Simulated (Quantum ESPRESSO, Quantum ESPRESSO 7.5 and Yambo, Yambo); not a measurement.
# AlN (F-43m): a self-consistent loop beyond G0W0, cycle by cycle

How far does self-consistency move the gap of AlN (F-43m)?

Program: Quantum ESPRESSO 7.5 and Yambo 5.3.0. Level of theory: PBE and many-body steps on it, plane waves. Results are calculated unless marked as measured.

## 1. The structure

The structure is cubic, space group F-43m (No. 216). Conventional cell: a = 4.368 Å, b = 4.368 Å, c = 4.368 Å, α = 90.00°, β = 90.00°, γ = 90.00°. Nearest to Al lie 4 N at 1.89 Å. Nearest to N lie 4 Al at 1.89 Å. Farther neighbours and most contacts between anions are not listed.

The cell and positions are those that the Materials Project relaxed with its own functionals (PBE, PBE+U or r2SCAN), kept fixed. This is not the form that AlN usually takes at ambient conditions.

## 2. Empty states on the mesh, 4×4×4 mesh, 90 bands

This step: Quantum ESPRESSO 7.5; DFT, PBE, plane waves, norm-conserving pseudopotentials.

The sums over transitions need many empty states on a uniform mesh; this step solves for them.

pw.in reads:

```
&control
  calculation = 'nscf'
  prefix = 'x'
  outdir = 'o'
  pseudo_dir = 'pseudo'
/
&system
  ibrav = 0
  nat = 2
  ntyp = 2
  ecutwfc = 72.0
  nbnd = 90
  force_symmorphic = .true.
/
&electrons
  conv_thr = 1e-9
  electron_maxstep = 80
  diago_full_acc = .true.
  diago_thr_init = 5e-6
/
ATOMIC_SPECIES
  Al 26.982 Al.upf
  N 14.007 N.upf
CELL_PARAMETERS angstrom
  -0.0000000000 2.1839935596 2.1839935596
  2.1839935596 -0.0000000000 2.1839935596
  2.1839935596 2.1839935596 -0.0000000000
ATOMIC_POSITIONS crystal
  Al 0.0000000000 0.0000000000 0.0000000000
  N 0.7500000000 0.7500000000 0.7500000000
K_POINTS automatic
  4 4 4 0 0 0
```

The run is started by

```console
> OMP_NUM_THREADS=1 mpirun -n 8 pw.x -nk 4 -in pw.in > pw.out
```

The program printed:

```text
Program PWSCF v.7.5 starts

     This program is part of the open-source Quantum ESPRESSO suite
     for quantum simulation of materials; please cite
         "P. Giannozzi et al., J. Phys.:Condens. Matter 21 395502 (2009);
         "P. Giannozzi et al., J. Phys.:Condens. Matter 29 465901 (2017);
         "P. Giannozzi et al., J. Chem. Phys. 152 154105 (2020);
     in publications or presentations arising from this work. More details at

     Atomic positions and unit cell read from directory:
     o/x.save/

     Message from routine setup:
[...]
144.3922 145.7997

          k =-0.3536-0.3536 0.3536 (  1458 PWs)   bands (ev):

[...]
122.4964 124.2619 124.2619 125.9924 125.9924 127.1217 130.6384 130.6384
   135.2883 136.2345 139.8957 141.2587 141.2587 142.1307 143.3738 143.3738
   144.1510 144.3249

          k = 0.3536 0.0000 0.0000 (  1475 PWs)   bands (ev):

     [... further k-points ...]

     highest occupied, lowest unoccupied level (ev):     6.9565   10.2814

     XML data file, pseudopotentials, collected wavefunctions

=------------------------------------------------------------------------------=
   JOB DONE.
=------------------------------------------------------------------------------=
```

Run time: 1.5 s. Hardware: 8 MPI ranks of Arm Neoverse V2, shared host; peak memory 0.05 GiB.

This step gave:

```
gap                                                           : 3.325 eV
k of the valence top                                          : 0, 0, 0
k of the conduction bottom                                    : 0, -0.5, -0.5
least direct gap                                              : 4.192 eV
k points computed                                             : 8
lowest point of the top converged band, above the valence top : 130.3757 eV
```

On this mesh the gap is 3.325 eV.

The density comes from a self-consistent run that is not shown.

## 3. Conversion and set-up

This step: Yambo 5.3.0; conversion and set-up on PBE, plane waves, norm-conserving pseudopotentials.

The states are converted to the many-body program's format and the q mesh is built.

The run is started by

```console
> (cd o/x.save; p2y > p2y.log; mv SAVE ../..); yambo > setup.log
```

The program printed:

```text
 Yambo, version 5.3.0

 [02] CORE Variables Setup
 =========================

  [02.01] Unit cells
  ==================

  Cell kind             :  FCC
  Atoms in the cell     :  Al  N
  number of Al atoms    :  1
  number of N  atoms    :  1

  List of atomic masses
  Mass of Al    :  26.98200
  Mass of N     :  14.00700

  List of atomic coordinates    : [cc]
  Al1       :  0.000000  0.000000  0.000000  order 1
  N1       :  6.190725  6.190725  6.190725  order 2

  Alat factors          :  4.127150  4.127150  4.127150 [a.u.]
  Direct lattice volume :  140.5985 [a.u.]
[...]
==========================================

 IBZ Q-points                                      :   8
 BZ  Q-points                                      :   64

 K/Q-points units:
 rlu = crystal or reduced units; cc = cartesian coordinates; iku = interal k-units

 Q [1]          [rlu]:  0.000000  0.000000  0.000000
 Q [2]          [rlu]: -0.52978E-17 -0.52978E-17  0.25000
 Q [3]          [rlu]:  0.10596E-16  0.10596E-16 -0.50000
[...]
Q [7]          [rlu]: -0.39890E-16 -0.50000     -0.50000
 Q [8]          [rlu]:  0.250000 -0.500000 -0.250000

  [03.01] X indexes
  =================

   [03.01.01] Sigma indexes
   ========================

 [06] Game Over & Game summary
```

Elapsed: 1.8 s, on 1 MPI rank; peak memory 0.23 GiB.

## 4. G0W0

G0W0 replaces the xc potential by the self-energy, built once from these orbitals. Only a window of levels is corrected, while the sums run over the empty bands that the input names.

This step: G0W0 on PBE, plane waves, norm-conserving pseudopotentials.

gw1.in reads:

```
HF_and_locXC
gw0
dyson
ppa
em1d
rim_cut
RandQpts= 1000000
RandGvec= 1 RL
EXXRLvcs= 72 Ry
VXCRLvcs= 288 Ry
Chimod= "HARTREE"
% BndsRnXp
 1 | 90 |
%
NGsBlkXp= 15.5 Ry
% LongDrXp
 1 | 1 | 1 |
%
% GbndRnge
 1 | 90 |
%
DysSolver= "n"
ExtendOut
PPAPntXp= 27.21138 eV
% QPkrange
 1 | 8 | 2 | 8 |
%
```

The run is started by

```console
> OMP_NUM_THREADS=1 mpirun -n 8 yambo -F gw1.in -J gw1 -C gw1 > gw1.log
```

The program printed:

```text
 Yambo, version 5.3.0

 [02] CORE Variables Setup
 =========================

  [... cell, symmetries and grids as in the set-up ...]

  [02.05] Energies & Occupations
  ==============================

  [X] === General ===
  [X] Electronic Temperature                        :  0.000000  0.000000 [eV K]
  [X] Bosonic    Temperature                        :  0.000000  0.000000 [eV K]
  [X] Finite Temperature mode                       : no
  [X] El. density                                   :  0.38398E+24 [cm-3]
  [X] Fermi Level                                   :  6.956541 [eV]

  [X] === Gaps and Widths ===
  [X] Conduction Band Min                           :  3.324859 [eV]
  [X] Valence Band Max                              :  0.000000 [eV]
  [X] Filled Bands                                  :   4
  [X] Empty Bands                                   :    5   90
  [X] Direct Gap                                    :  4.192097 [eV]
  [X] Direct Gap localized at k                     :  1
  [X] Indirect Gap                                  :  3.324859 [eV]
  [X] Indirect Gap between kpts                     :   1   7
  [X] Last valence band width                       :  2.697200 [eV]
  [X] 1st conduction band width                     :  4.489928 [eV]

 [03] Transferred momenta grid and indexing
 ==========================================

 IBZ Q-points                                      :   8
 BZ  Q-points                                      :   64

 K/Q-points units:
 rlu = crystal or reduced units; cc = cartesian coordinates; iku = interal k-units

 Q [1]          [rlu]:  0.000000  0.000000  0.000000
 Q [2]          [rlu]: -0.52978E-17 -0.52978E-17  0.25000
 Q [3]          [rlu]:  0.10596E-16  0.10596E-16 -0.50000
 Q [4]          [rlu]:  0.19945E-16  0.25000      0.25000
 Q [5]          [rlu]:  0.25178E-16  0.25000      0.50000
 Q [6]          [rlu]:  0.10596E-16  0.25000     -0.25000
 Q [7]          [rlu]: -0.39890E-16 -0.50000     -0.50000
 Q [8]          [rlu]:  0.250000 -0.500000 -0.250000

 [04] Coloumb potential Random Integration (RIM)
 ===============================================

  [04.01] RIM initialization
  ==========================

  * Diagonal components only detected *

  8 x (sBL volume)        :  0.220531 [a.u.]
  sBZ random points       :  1000000
  Points outside the sBZ  :   7987327
  RL volume               :  1.764245 [a.u.]
  Integrated volume       :  1.767044 [a.u.]

  [04.02] RIM integrals
  =====================

  Gamma point sphere radius             :  0.109591 [a.u.]
  Points outside the sphere             :   799513
  [Int_sBZ(q=0) 1/q^2]*(Vol_sBZ)^(-1/3) =:  7.764325
                                 should be <:  7.795600

  Summary of Coulomb integrals for non-metallic bands |Q|[au] RIM/Bare

  Q [1] 0.100000E-4 0.995988 * Q [2] 0.329610 1.065884
  Q [4] 0.380601 1.064810 * Q [6] 0.538251 1.027704
  Q [5] 0.631155 1.020409 * Q [3] 0.659220 1.018308
  Q [7] 0.761202 1.014905 * Q [8] 0.851049 1.011860

 [05] Dipoles
 ============

  [05.01] Setup: observables and procedures
  =========================================

 [06] Dynamic Dielectric Matrix (PPA)
 ====================================

 [SLK-Inversion]  Pools        :  2
 [SLK-Inversion]  BLACS grid   :  2  2

 [WR./gw1//ndb.pp]---------------------------------------------------------------
  Brillouin Zone Q/K grids (IBZ/BZ)                :    8   64    8   64
  RL vectors                                       :  1917 [WF]
  Coulomb cutoff potential                         : none
  Electronic Temperature                           :  0.000000 [K]
  Bosonic    Temperature                           :  0.000000 [K]
  PPA    diel. fun.  energies                      : Perdew, Burke & Ernzerhof(X)+Perdew, Burke & Ernzerhof(C)
  wavefunctions                                    : Perdew, Burke & Ernzerhof(X)+Perdew, Burke & Ernzerhof(C)
  Global Gauge                                     : length
  X matrix size                                    :  181
  X band range                                     :    1   90
  X e/h energy range                               : -1.000000 -1.000000 [eV]
  X Time ordering                                  : R
  X Hxc Kernel                                     : HARTREE
  X Drude frequency                                :  0.000000  0.000000
  X poles                                          :  100.0000 [o/o]
  RL vectors in the sum                            :  1917
  [r,Vnl] included                                 : yes
  Field direction                                  :  0.577350E-5  0.577350E-5  0.577350E-5
  BZ energy Double Grid                            : no
  BZ energy DbGd points                            : 0
  BZ Q point size factor                           : -1.000000
  X Optical Averaged directions                    : none

 [07] Local Exchange-Correlation + Non-Local Fock
 ================================================

 [VXC] Plane waves :  11575
 [EXS] Plane waves :  1471

 QP @ state[ 1 ] K range:   1   8
 QP @ state[ 1 ] b range:   2   8

 [xc] Functional : Perdew, Burke & Ernzerhof(X)+Perdew, Burke & Ernzerhof(C)
 [xc] LIBXC used to calculate xc functional
  PP Number of Atomic Species                      :  2
  NLCC RL compoments                               :  11575
  PP Number of Atomic Species                      :  2
  NLCC RL compoments                               :  11575

 [xc] E_xc :  -3.460990 [Ha]
      E_xc :  -6.921979 [Ry]

  Local XC kind (lXC) : Perdew, Burke & Ernzerhof(X)+Perdew, Burke & Ernzerhof(C)
  Non-Local XC kind (nlXC) : Hartree-Fock

  Corrections @ K [1] :  [eV]
 <2|nlXC|2> = -20.93521  0.17767E-16 <2|lXC|2> = -16.96897  0.24001E-22
 <3|nlXC|3> = -20.93516  0.31256E-17 <3|lXC|3> = -16.96897  0.37763E-15
 <4|nlXC|4> = -20.93498 -0.12755E-16 <4|lXC|4> = -16.96897  0.18882E-15
 <5|nlXC|5> = -7.926791 -0.85574E-17 <5|lXC|5> = -12.51951 -0.18882E-15
 <6|nlXC|6> = -4.085061 -0.13808E-17 <6|lXC|6> = -9.879197  0.94405E-16
 <7|nlXC|7> = -4.084738 -0.17773E-17 <7|lXC|7> = -9.879197 -0.59018E-16
[...]
Corrections @ K [2] :  [eV]
[...]
Corrections @ K [3] :  [eV]
[...]
Corrections @ K [4] :  [eV]
[...]
Corrections @ K [5] :  [eV]
[...]
[... 2 further k-points ...]
  Corrections @ K [8] :  [eV]
[...]
<6|nlXC|6> = -5.992991  0.27573E-17 <6|lXC|6> = -12.02057  0.60480E-16
 <7|nlXC|7> = -4.137182  0.64012E-18 <7|lXC|7> = -10.20253 -0.94406E-16
 <8|nlXC|8> = -6.797686 -0.13546E-18 <8|lXC|8> = -13.55427 -0.47209E-16

  [07.01] Hartree-Fock occupations report
  =======================================

  [Hartree-Fock] === General ===
  [Hartree-Fock] Electronic Temperature             :  0.000000  0.000000 [eV K]
  [Hartree-Fock] Bosonic    Temperature             :  0.000000  0.000000 [eV K]
  [Hartree-Fock] Finite Temperature mode            : no
  [Hartree-Fock] El. density                        :  0.38398E+24 [cm-3]
  [Hartree-Fock] Fermi Level                        :  6.956541 [eV]

  [Hartree-Fock] === Gaps and Widths ===
  [Hartree-Fock] Conduction Band Min                :  7.563402 [eV]
  [Hartree-Fock] Valence Band Max                   : -3.966013 [eV]
  [Hartree-Fock] Filled Bands                       :   4
  [Hartree-Fock] Empty Bands                        :    5   90
  [Hartree-Fock] Direct Gap                         :  12.75083 [eV]
  [Hartree-Fock] Direct Gap localized at k          :  1
  [Hartree-Fock] Indirect Gap                       :  11.52942 [eV]
  [Hartree-Fock] Indirect Gap between kpts          :   1   7
  [Hartree-Fock] Last valence band width            :  3.256795 [eV]
  [Hartree-Fock] 1st conduction band width          :  5.775858 [eV]

 [08] Dyson equation: Newton solver
 ==================================

  [08.01] G0W0 (W PPA)
  ====================

  [  GW  ] Bands range     :    1   90
  [GW/PPA] G damping       :  0.100000 [eV]

  QP @ state[ 1 ] K range:   1   8
  QP @ state[ 1 ] b range:   2   8

   Sc/G bands                                       :    1   90
   Sc/G damping                                     :  0.100000 ev
   Sc bands terminator                              : no
   Sx RL components                                 :  1471

   QP @ state[ 1 ] K range                          :   1   8
   QP @ state[ 1 ] b range                          :   2   8
   GF energies kind                                 : Perdew, Burke & Ernzerhof(X)+Perdew, Burke & Ernzerhof(C)
   GF WF`s kind                                     : Perdew, Burke & Ernzerhof(X)+Perdew, Burke & Ernzerhof(C)
   Xs energies kind                                 : Perdew, Burke & Ernzerhof(X)+Perdew, Burke & Ernzerhof(C)
   Xs WF`s kind                                     : Perdew, Burke & Ernzerhof(X)+Perdew, Burke & Ernzerhof(C)

 [11] Game Over & Game summary
```

The job ended after 51 s (8 MPI ranks; peak memory 2.3 GiB; 6.6 min of CPU time).

This step gave:

```yaml
g0w0_gap_on_the_mesh: 4.488 eV
starting_gap_on_the_mesh: 3.325 eV
k_of_the_valence_top: 0, 0, 0
k_of_the_conduction_bottom: 0, -0.5, -0.5
least_direct_g0w0_gap_on_the_computed_points: 5.579 eV
z_at_the_valence_top: 0.7908
z_at_the_conduction_bottom: 0.8386
```

The gap on the mesh goes from 3.32 eV to 4.49 eV, a correction of +1.16 eV.

## 5. evGW0, cycle 1

This step: evGW0 on PBE, plane waves, norm-conserving pseudopotentials.

gw2.in, as its differences from gw1.in of step 4:

```diff
@@ -27 +27,2 @@
 %
+GfnQPdb= "E < ./gw1/ndb.QP"
```

The run is started by

```console
> OMP_NUM_THREADS=1 mpirun -n 8 yambo -F gw2.in -J gw2,gw1_W -C gw2 > gw2.log
```

The program printed:

```text
 Yambo, version 5.3.0

 [02] CORE Variables Setup
 =========================

  [... cell, symmetries and grids as in the set-up ...]

  [02.05] Energies & Occupations
  ==============================

  [X] === General ===
  [X] Electronic Temperature                        :  0.000000  0.000000 [eV K]
  [X] Bosonic    Temperature                        :  0.000000  0.000000 [eV K]
  [X] Finite Temperature mode                       : no
  [X] El. density                                   :  0.38398E+24 [cm-3]
  [X] Fermi Level                                   :  6.956541 [eV]

  [X] === Gaps and Widths ===
  [X] Conduction Band Min                           :  3.324859 [eV]
  [X] Valence Band Max                              :  0.000000 [eV]
  [X] Filled Bands                                  :   4
  [X] Empty Bands                                   :    5   90
  [X] Direct Gap                                    :  4.192097 [eV]
  [X] Direct Gap localized at k                     :  1
  [X] Indirect Gap                                  :  3.324859 [eV]
  [X] Indirect Gap between kpts                     :   1   7
  [X] Last valence band width                       :  2.697200 [eV]
  [X] 1st conduction band width                     :  4.489928 [eV]

 [03] Transferred momenta grid and indexing
 ==========================================

 IBZ Q-points                                      :   8
 BZ  Q-points                                      :   64

 K/Q-points units:
 rlu = crystal or reduced units; cc = cartesian coordinates; iku = interal k-units

 Q [1]          [rlu]:  0.000000  0.000000  0.000000
 Q [2]          [rlu]: -0.52978E-17 -0.52978E-17  0.25000
 Q [3]          [rlu]:  0.10596E-16  0.10596E-16 -0.50000
[...]
[G+QP] Direct Gap localized at k                  :  1
  [G+QP] Indirect Gap                               :  4.488088 [eV]
  [G+QP] Indirect Gap between kpts                  :   1   7
  [G+QP] Last valence band width                    :  3.085050 [eV]
  [G+QP] 1st conduction band width                  :  4.949713 [eV]

  [coarse-grid] Minimum Bare Gap        [ev]:  3.324859
  [coarse-grid] Minimum Gap Correction  [ev]:  1.163229

  Eqp @ K [1]
   -16.7124    -0.246972E-3 -0.199697E-3   0.00000      5.57931      14.0190      14.0192      14.0192
  Eqp @ K [2]
  -15.76480  -3.65996  -0.30031  -0.30032   8.00916  12.62857  13.80173  13.80166
  Eqp @ K [3]
  -14.42838  -6.51790  -0.56422  -0.56437   8.81928  11.70569  12.60005  12.59993
  Eqp @ K [4]
  -15.45669  -3.21095  -1.15147  -1.15153   7.41933  11.74337  13.15785  15.63300
  Eqp @ K [5]
  -14.12992  -5.33815  -2.65952  -1.40015   7.27562  11.67749  13.98202  15.02442
  [... 2 further k-points ...]
  Eqp @ K [8]
  -13.65789  -4.25198  -3.90179  -3.08505   7.57431  13.22107  13.38149  14.13584

 [07] Dipoles
 ============

  [07.01] Setup: observables and procedures
  =========================================

 [08] Dynamic Dielectric Matrix (PPA)
 ====================================

   Sc/G bands                                       :    1   90
   Sc/G damping                                     :  0.100000 ev
   Sc bands terminator                              : no
   Sx RL components                                 :  1471

   QP @ state[ 1 ] K range                          :   1   8
   QP @ state[ 1 ] b range                          :   2   8
   GF energies kind                                 : Perdew, Burke & Ernzerhof(X)+Perdew, Burke & Ernzerhof(C)+ E < ./gw1/ndb.QP + @E Fit
   GF WF`s kind                                     : Perdew, Burke & Ernzerhof(X)+Perdew, Burke & Ernzerhof(C)
   Xs energies kind                                 : Perdew, Burke & Ernzerhof(X)+Perdew, Burke & Ernzerhof(C)
   Xs WF`s kind                                     : Perdew, Burke & Ernzerhof(X)+Perdew, Burke & Ernzerhof(C)

 [13] Game Over & Game summary
```

Elapsed: 47 s, on 8 MPI ranks; peak memory 2.2 GiB.

This step gave:

```yaml
quasiparticle_gap_on_the_mesh: 4.638 eV
gap_of_the_density_functional_on_the_mesh: 3.325 eV
k_of_the_valence_top: 0, 0, 0
k_of_the_conduction_bottom: 0, -0.5, -0.5
least_direct_quasiparticle_gap_on_the_computed_points: 5.756 eV
z_at_the_valence_top: 0.7952
z_at_the_conduction_bottom: 0.8504
```

Against G0W0 in Yambo (4×4×4 mesh, 90 bands, screening to 210.9 eV, Godby-Needs plasmon pole), the gap moves by +0.150 eV.

The program's own table gives 4.812 eV, which is too large where the input levels are shifted: this version takes Σc at the unshifted level E₀, yet steps from the shifted one. The value above is the Newton step from E₀, E₀ + Z(Σc + Σx − Vxc), rebuilt from the printed columns.

(Continued in part 2 of 2.)

[Paths, hosts, dates, memory and timing lines, banners, echoed tables and standing remarks are left out of the program output.]

[Logs are printed without paths, hosts, clocks, repeated set-up lines and the standing remarks that a program may print on its own settings, such as how far it seeks lower states.]

[Runs of the session that timed out or met a known fault of the program may be left out.]

[Hosts, paths, dates, database ids (printed as entryN), source tags and the programs' standing remarks are cut or masked in the printed files.]
